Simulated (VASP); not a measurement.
# GaP (F-43m) in VASP: convergence with k mesh

Aim: find how far k mesh must go before the results for GaP settle, at PBE. This setting moves, with any that are tied to it; all else stays.

All numbers are computed with VASP 6.6.1; they aren't measurements. Logs are shortened: lines on timing, memory, paths and dates and some standing lists are left out, and cuts for length are marked.

### Step 1. The crystal as given

The structure is cubic, space group F-43m (No. 216). The conventional cell has a = 5.451 Å, b = 5.451 Å, c = 5.451 Å, α = 90.00°, β = 90.00°, γ = 90.00°. Around Ga (site symmetry -43m) lie 4 P at 2.36 Å. Around P (site symmetry -43m) lie 4 Ga at 2.36 Å.

### Step 2. With k mesh 2 × 2 × 2

INCAR reads:

```
SYSTEM = GaP
  PREC = Accurate
  ENCUT = 600
  EDIFF = 1E-6
  ISMEAR = 0
  SIGMA = 0.02
  LREAL = .FALSE.
  LASPH = .TRUE.
  NELM = 60
  ALGO = Fast
  ISIF = 2
  LWAVE = .FALSE.
  LCHARG = .FALSE.
  GGA = PE
```

KPOINTS reads:

```
Automatic mesh
0
G
  2 2 2
  0 0 0
```

POSCAR reads:

```
GaP
1.0
    0.0000000000      2.7252500000      2.7252500000
    2.7252500000      0.0000000000      2.7252500000
    2.7252500000      2.7252500000      0.0000000000
Ga P
1 1
Direct
    0.0000000000      0.0000000000      0.0000000000
    0.7500000000      0.7500000000      0.7500000000
```

Potentials or basis: VASP PAW PBE potentials, release 64 (Ga_d_GW, P_GW).

Started as:

```bash
$ cat potpaw_PBE.64/Ga_d_GW/POTCAR potpaw_PBE.64/P_GW/POTCAR > POTCAR
$ mpirun -np 1 vasp_std > vasp.out
```

OUTCAR:

```text
SYSTEM = GaP
   PREC = Accurate
   ENCUT = 600
   EDIFF = 1E-6
   ISMEAR = 0
   LREAL = .FALSE.
   LASPH = .TRUE.
   NELM = 60
   ISIF = 2
   GGA = PE

 Found      3 irreducible k-points:

 Following reciprocal coordinates:
            Coordinates               Weight
  0.000000  0.000000  0.000000      1.000000
  0.500000  0.000000  0.000000      4.000000
  0.500000  0.500000  0.000000      3.000000
   k-points           NKPTS =      3   k-points in BZ     NKDIM =      3   number of bands    NBANDS=     13
   number of dos      NEDOS =    301   number of ions     NIONS =      2
   total plane-waves  NPLWV =  32768
   dimension x,y,z NGX =    32 NGY =   32 NGZ =   32
   dimension x,y,z NGXF=    64 NGYF=   64 NGZF=   64
   ions per type =               1   1
   NGX,Y,Z   is equivalent  to a cutoff of  13.80, 13.80, 13.80 a.u.
   NGXF,Y,Z  is equivalent  to a cutoff of  27.61, 27.61, 27.61 a.u.
 SYSTEM =  GaP
   PREC   = accura    normal or accurate (medium, high low for compatibility)
   ISTART =      0    job   : 0-new  1-cont  2-samecut
   ICHARG =      2    charge: 1-file 2-atom 10-const
   ISPIN  =      1    spin polarized calculation?
   LNONCOLLINEAR =      F non collinear calculations
   LSORBIT =      F    spin-orbit coupling
   LASPH  =      T    aspherical Exc in radial PAW
   ENCUT  =  600.0 eV  44.10 Ry    6.64 a.u.   7.70  7.70  7.70*2*pi/ulx,y,z
   NELM   =     60;   NELMIN=  2; NELMDL= -5     # of ELM steps
   EDIFF  = 0.1E-05   stopping-criterion for ELM
   LREAL  =      F    real-space projection
   EDIFFG = 0.1E-04   stopping-criterion for IOM
   NSW    =      0    number of steps for IOM
   IBRION =     -1    ionic relax: 0-MD 1-quasi-New 2-CG
   NFREE  =      0    steps in history (QN), initial steepest desc. (CG)
   ISIF   =      2    stress and relaxation
   ISYM   =      2    0-nonsym 1-usesym 2-fastsym
   POTIM  = 0.5000    time-step for ionic-motion
   TEBEG  =    0.0;   TEEND  =   0.0 temperature during run
   PSTRESS=    0.0 pullay stress
   NELECT =      18.0000    total number of electrons
   NUPDOWN=      -1.0000    fix difference up-down
   EMIN   =  10.00;   EMAX   =-10.00  energy-range for DOS
   EFERMI =   0.00;   METHOD = LEGACY
   ISMEAR =     0;   SIGMA  =   0.02  broadening in eV -4-tet -1-fermi 0-gaus
   EFERMI_NEDOS =   21; number of points for ismear=-14 and -15
   IALGO  =     68    algorithm
   IMIX   =      4    mixing-type and parameters
     AMIX     =   0.40;   BMIX     =  1.00
     AMIX_MAG =   1.60;   BMIX_MAG =  1.00
  volume/ion in A,a.u.               =      20.24       136.59
  Fermi-wavevector in a.u.,A,eV,Ry     =   1.249538  2.361284 21.243377  1.561344
  Thomas-Fermi vector in A             =   2.383574
   LORBIT       =      0    0 simple, 1 ext, 2 COOP (PROOUT), +10 PAW based schemes
   GGA     = PE    functional components
   LHFCALC =     F    Hartree Fock is set to
   AEXX    =    0.0000 exact exchange contribution
   IVDW    =     0    specifies the selected vdW correction
   LEPSILON=     F    determine dielectric tensor
   LRPA    =     F    only Hartree local field effects (RPA)
 non-spin polarized calculation
 RMM-DIIS sequential band-by-band and
 Gauss-broadening in eV      SIGMA  =   0.02
  energy-cutoff  :      600.00
  volume of cell :       40.48
 maximum number of plane-waves:      1363
 NGX is ok and might be reduce to    32
   NGX = 15   NGY = 15   NGZ = 15

 number of electron      18.0000003 magnetization

 Free energy of the ion-electron system (eV)
  ---------------------------------------------------
  ext. energy  EPLUGINS =         0.00000000
  ---------------------------------------------------
  free energy    TOTEN  =        -6.87104564 eV

  energy without entropy =       -6.87104564  energy(sigma->0) =       -6.87104564

 E-fermi :   4.8534     XC(G=0):  -9.7647

 val. band max:        4.7328821795   @ k =   0.0000   0.0000   0.0000
 cond. band min:       6.1949755907   @ k =   0.5000   0.5000   0.0000
 fundamental gap:      1.4620934112
 Fermi energy:         4.8534383047

 k-point     1 :       0.0000    0.0000    0.0000
  band No.  band energies     occupation
      1     -10.1855      2.00000
      2     -10.1855      2.00000
      3     -10.1855      2.00000
      4     -10.0966      2.00000
      5     -10.0966      2.00000
      6      -7.8255      2.00000
      7       4.7329      2.00000
      8       4.7329      2.00000
      9       4.7329      2.00000
     10       6.4884      0.00000
     11       8.3792      0.00000
     12       8.3792      0.00000
     13       8.3792      0.00000

 k-point     2 :       0.5000    0.0000    0.0000
  band No.  band energies     occupation
      1     -10.2528      2.00000
      2     -10.1622      2.00000
      3     -10.1622      2.00000
      4     -10.0883      2.00000
      5     -10.0883      2.00000
      6      -5.7189      2.00000
      7      -2.0637      2.00000
      8       3.5640      2.00000
      9       3.5640      2.00000
     10       6.2662      0.00000
     11       9.2298      0.00000
     12       9.2298      0.00000
     13      12.9196      0.00000

 k-point     3 :       0.5000    0.5000    0.0000
  band No.  band energies     occupation
      1     -10.2878      2.00000
      2     -10.1311      2.00000
      3     -10.1219      2.00000
      4     -10.1219      2.00000
      5     -10.0753      2.00000
      6      -4.7649      2.00000
      7      -2.2226      2.00000
      8       1.9518      2.00000
      9       1.9518      2.00000
     10       6.1950      0.00000
     11       6.4002      0.00000
     12      15.1801      0.00000
     13      15.7467      0.00000

------------------------ aborting loop because EDIFF is reached ----------------------------------------

  FORCE on cell =-STRESS in cart. coord.  units (eV):
  Direction    XX          YY          ZZ          XY          YZ          ZX
  --------------------------------------------------------------------------------------
  -------------------------------------------------------------------------------------
  Total        2.2989260      2.2989260      2.2989260      0.0000000      0.0000000      0.0000000
  in kB       90.9885076     90.9885076     90.9885076      0.0000000      0.0000000      0.0000000
  external PRESSURE =      90.9885076 kB  Pullay stress =       0.0000000 kB

 VOLUME and BASIS-vectors are now :
 -----------------------------------------------------------------------------
  energy-cutoff  :      600.00
  volume of cell :       40.48
      direct lattice vectors                 reciprocal lattice vectors
     0.000000000  2.725250000  2.725250000    -0.183469406  0.183469406  0.183469406
     2.725250000  0.000000000  2.725250000     0.183469406 -0.183469406  0.183469406
     2.725250000  2.725250000  0.000000000     0.183469406  0.183469406 -0.183469406

 POSITION                                       TOTAL-FORCE (eV/Angst)
 -----------------------------------------------------------------------------------
      0.00000      0.00000      0.00000         0.000000      0.000000      0.000000
      4.08788      4.08788      4.08788        -0.000000     -0.000000     -0.000000
 -----------------------------------------------------------------------------------
    total drift:                                0.000005      0.000005      0.000005

  FREE ENERGIE OF THE ION-ELECTRON SYSTEM (eV)
  ---------------------------------------------------
  free  energy   TOTEN  =        -6.8710456426 eV

  energy  without entropy=       -6.8710456426  energy(sigma->0) =       -6.87104564
```

OSZICAR:

```text
N       E                     dE             d eps       ncg     rms          rms(c)
DAV:   1     0.136327762999E+03    0.13633E+03   -0.10891E+04    86   0.215E+03
DAV:   2     0.757365020722E+01   -0.12875E+03   -0.12359E+03    78   0.403E+02
DAV:   3    -0.678332515819E+01   -0.14357E+02   -0.14172E+02   106   0.176E+02
DAV:   4    -0.741724472609E+01   -0.63392E+00   -0.63316E+00   119   0.392E+01
DAV:   5    -0.744299890509E+01   -0.25754E-01   -0.25754E-01   122   0.577E+00    0.512E+00
RMM:   6    -0.691025081593E+01    0.53275E+00   -0.78381E-01   106   0.112E+01    0.271E+00
RMM:   7    -0.686014112456E+01    0.50110E-01   -0.59512E-01   112   0.726E+00    0.108E+00
RMM:   8    -0.686562221971E+01   -0.54811E-02   -0.60861E-02   110   0.354E+00    0.349E-01
RMM:   9    -0.686984472669E+01   -0.42225E-02   -0.25745E-02   107   0.261E+00    0.886E-02
RMM:  10    -0.687156946612E+01   -0.17247E-02   -0.14887E-02   115   0.224E+00    0.104E-01
RMM:  11    -0.687088609081E+01    0.68338E-03   -0.42427E-03   114   0.155E+00    0.153E-02
RMM:  12    -0.687102654578E+01   -0.14045E-03   -0.17858E-03   130   0.472E-01    0.136E-02
RMM:  13    -0.687104158571E+01   -0.15040E-04   -0.20451E-04   121   0.182E-01    0.217E-02
RMM:  14    -0.687104757015E+01   -0.59844E-05   -0.96171E-05   119   0.101E-01    0.161E-02
RMM:  15    -0.687104729766E+01    0.27249E-06   -0.19624E-05   108   0.545E-02    0.123E-02
RMM:  16    -0.687104576986E+01    0.15278E-05   -0.12430E-05   104   0.572E-02    0.730E-03
RMM:  17    -0.687104564258E+01    0.12728E-06   -0.34724E-06    78   0.259E-02
   1 F= -.68710456E+01 E0= -.68710456E+01  d E =-.702415E-18
```

Wall time 4.7 s (1 thread of Intel Xeon 6975P-C (Granite Rapids), shared host); peak memory 0.17 GiB.

What came out:

```yaml
Free_energy: -6.8710 eV
Pressure: 9.1 GPa
Band_gap_on_the_k_mesh: 1.46 eV, indirect (least direct gap 1.76 eV)
```

### Step 3. With k mesh 3 × 3 × 3

INCAR is that of step 2.

KPOINTS reads:

```
Automatic mesh
0
G
  3 3 3
  0 0 0
```

POSCAR is that of step 2.

Potentials or basis: VASP PAW PBE potentials, release 64 (Ga_d_GW, P_GW).

Started as:

```bash
$ cat potpaw_PBE.64/Ga_d_GW/POTCAR potpaw_PBE.64/P_GW/POTCAR > POTCAR
$ mpirun -np 1 vasp_std > vasp.out
```

Wall time 6.1 s (1 thread of Intel Xeon 6975P-C (Granite Rapids), shared host); peak memory 0.16 GiB.

Results:

| Property | Result |
| --- | --- |
| Free energy | -8.6001 eV |
| Pressure | 3.3 GPa |
| Band gap on the k mesh | 1.70 eV, indirect (least direct gap 1.80 eV) |

### Step 4. With k mesh 4 × 4 × 4

INCAR is that of step 3.

KPOINTS reads:

```
Automatic mesh
0
G
  4 4 4
  0 0 0
```

POSCAR is that of step 3.

Started as:

```bash
$ cat potpaw_PBE.64/Ga_d_GW/POTCAR potpaw_PBE.64/P_GW/POTCAR > POTCAR
$ mpirun -np 1 vasp_std > vasp.out
```

It took 6.7 s on 1 thread of Intel Xeon 6975P-C (Granite Rapids), shared host; peak memory 0.17 GiB.

Results:

```yaml
Free_energy: -8.9617 eV
Pressure: 3.1 GPa
Band_gap_on_the_k_mesh: 1.63 eV, indirect (least direct gap 1.81 eV)
```

### Step 5. With k mesh 5 × 5 × 5

INCAR is that of step 4.

KPOINTS reads:

```
Automatic mesh
0
G
  5 5 5
  0 0 0
```

POSCAR is that of step 4.

Started as:

```bash
$ cat potpaw_PBE.64/Ga_d_GW/POTCAR potpaw_PBE.64/P_GW/POTCAR > POTCAR
$ mpirun -np 1 vasp_std > vasp.out
```

Wall time 7.2 s (1 thread of Intel Xeon 6975P-C (Granite Rapids), shared host); peak memory 0.17 GiB.

Results:

```
Free energy            : -9.0582 eV
Pressure               : 2.4 GPa
Band gap on the k mesh : 1.60 eV, indirect (least direct gap 1.82 eV)
```

### Step 6. With k mesh 6 × 6 × 6

INCAR is that of step 5.

KPOINTS reads:

```
Automatic mesh
0
G
  6 6 6
  0 0 0
```

POSCAR is that of step 5.

Potentials or basis: VASP PAW PBE potentials, release 64 (Ga_d_GW, P_GW).

Started as:

```bash
$ cat potpaw_PBE.64/Ga_d_GW/POTCAR potpaw_PBE.64/P_GW/POTCAR > POTCAR
$ mpirun -np 1 vasp_std > vasp.out
```

Run time: 9.6 s. Hardware: 1 thread of Intel Xeon 6975P-C (Granite Rapids), shared host; peak memory 0.17 GiB.

What came out:

* Free energy: -9.0878 eV
* Pressure: 2.2 GPa
* Band gap on the k mesh: 1.65 eV, indirect (least direct gap 1.82 eV)

### Step 7. With k mesh 8 × 8 × 8

INCAR is that of step 6.

KPOINTS reads:

```
Automatic mesh
0
G
  8 8 8
  0 0 0
```

POSCAR is that of step 6.

Started as:

```bash
$ cat potpaw_PBE.64/Ga_d_GW/POTCAR potpaw_PBE.64/P_GW/POTCAR > POTCAR
$ mpirun -np 1 vasp_std > vasp.out
```

Wall time 13 s (1 thread of Intel Xeon 6975P-C (Granite Rapids), shared host); peak memory 0.18 GiB.

Results:

- Free energy: -9.1015 eV
- Pressure: 2.1 GPa
- Band gap on the k mesh: 1.64 eV, indirect (least direct gap 1.82 eV)

### Step 8. With k mesh 10 × 10 × 10

INCAR is that of step 7.

KPOINTS reads:

```
Automatic mesh
0
G
  10 10 10
  0 0 0
```

POSCAR is that of step 7.

Started as:

```bash
$ cat potpaw_PBE.64/Ga_d_GW/POTCAR potpaw_PBE.64/P_GW/POTCAR > POTCAR
$ mpirun -np 1 vasp_std > vasp.out
```

Run time: 21 s. Hardware: 1 thread of Intel Xeon 6975P-C (Granite Rapids), shared host; peak memory 0.19 GiB.

What came out:

- Free energy: -9.1035 eV
- Pressure: 2.1 GPa
- Band gap on the k mesh: 1.60 eV, indirect (least direct gap 1.82 eV)

### Step 9. With k mesh 12 × 12 × 12

INCAR is that of step 8.

KPOINTS reads:

```
Automatic mesh
0
G
  12 12 12
  0 0 0
```

POSCAR is that of step 8.

Potentials or basis: VASP PAW PBE potentials, release 64 (Ga_d_GW, P_GW).

Started as:

```bash
$ cat potpaw_PBE.64/Ga_d_GW/POTCAR potpaw_PBE.64/P_GW/POTCAR > POTCAR
$ mpirun -np 1 vasp_std > vasp.out
```

Wall time 30 s (1 thread of Intel Xeon 6975P-C (Granite Rapids), shared host); peak memory 0.21 GiB.

What came out:

| Quantity | Value |
| --- | --- |
| Free energy | -9.1039 eV |
| Pressure | 2.1 GPa |
| Band gap on the k mesh | 1.59 eV, indirect (least direct gap 1.82 eV) |

### Step 10. With k mesh 14 × 14 × 14

INCAR is that of step 9.

KPOINTS reads:

```
Automatic mesh
0
G
  14 14 14
  0 0 0
```

POSCAR is that of step 9.

Started as:

```bash
$ cat potpaw_PBE.64/Ga_d_GW/POTCAR potpaw_PBE.64/P_GW/POTCAR > POTCAR
$ mpirun -np 1 vasp_std > vasp.out
```

Run time: 42 s. Hardware: 1 thread of Intel Xeon 6975P-C (Granite Rapids), shared host; peak memory 0.24 GiB.

Results (log left out):

- Free energy: -9.1040 eV
- Pressure: 2.2 GPa
- Band gap on the k mesh: 1.59 eV, indirect (least direct gap 1.82 eV)

### Step 11. Result

```csv
k mesh,"energy less the tightest run, at zero smearing (meV/atom)",pressure (GPa),gap on the mesh (eV),SCF cycles,CPU time (s),peak memory (GiB)
2 × 2 × 2,1116.48,9.10,1.462,17,4.3,0.17
3 × 3 × 3,251.93,3.34,1.697,20,5.7,0.16
4 × 4 × 4,71.16,3.08,1.628,17,6.2,0.17
5 × 5 × 5,22.92,2.38,1.595,17,6.7,0.17
6 × 6 × 6,8.10,2.20,1.650,17,9.2,0.17
8 × 8 × 8,1.23,2.14,1.642,17,13,0.18
10 × 10 × 10,0.23,2.15,1.605,17,20,0.19
12 × 12 × 12,0.03,2.11,1.594,17,30,0.21
14 × 14 × 14,0.00,2.16,1.592,17,42,0.24
```

Against the tightest run, the energy stays within 1 meV/atom from 10 × 10 × 10 on; the pressure stays within 0.1 GPa from 6 × 6 × 6 on; the gap on the mesh stays within 0.01 eV from 12 × 12 × 12 on. Meshes of other sizes hit other points, so gaps and Fermi surfaces needn't settle smoothly. The tightest run that finished is the yardstick and may itself not be fully converged.
